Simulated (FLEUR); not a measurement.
# LiCl under changes of volume

One of the cells (16.871 Å³/atom); the others are scaled copies at fixed shape and fractional positions:

```
CELL_PARAMETERS angstrom
0.00000 2.56477 2.56477
2.56477 0.00000 2.56477
2.56477 2.56477 0.00000
ATOMIC_POSITIONS crystal
Cl 0.50000 0.50000 0.50000
Li 0.00000 0.00000 0.00000
```

- Program: FLEUR MaX-R8.1 (later development tree)
- Functional: LDA
- Potentials or basis: all-electron
- Basis: FLAPW
- Kmax: 4.21 1/bohr
- k mesh: 9 × 9 × 9
- Occupations: fermi-dirac, width 0.05 eV
- Spin: no spin polarisation

```csv
volume (Å³/atom),energy over the lowest point (meV/atom),gap on the mesh (eV)
15.859,0.00,6.36
16.196,3.66,6.23
16.871,14.97,5.99
17.546,30.66,5.77
17.883,?,?
```

Question: What does the run at 17.883 Å³/atom give?

Answer: Energy over the lowest point 39.86 meV/atom; gap on the mesh 5.67 eV.

Worked out: A Birch-Murnaghan fit of order 2 (a polynomial in V^(-2/3)) to the other rows has no minimum within the range. It gives 39.87 meV/atom at 17.883 Å³/atom, against the run's 39.86. A straight line through the other rows of the gap, of slope -5.83 eV per unit of ln V (its deformation potential), extrapolates to 5.66 eV, against the run's 5.67.

Energies are extrapolated to zero smearing.

Caveats: an odd mesh through Γ misses points on the zone boundary, where band edges often lie.
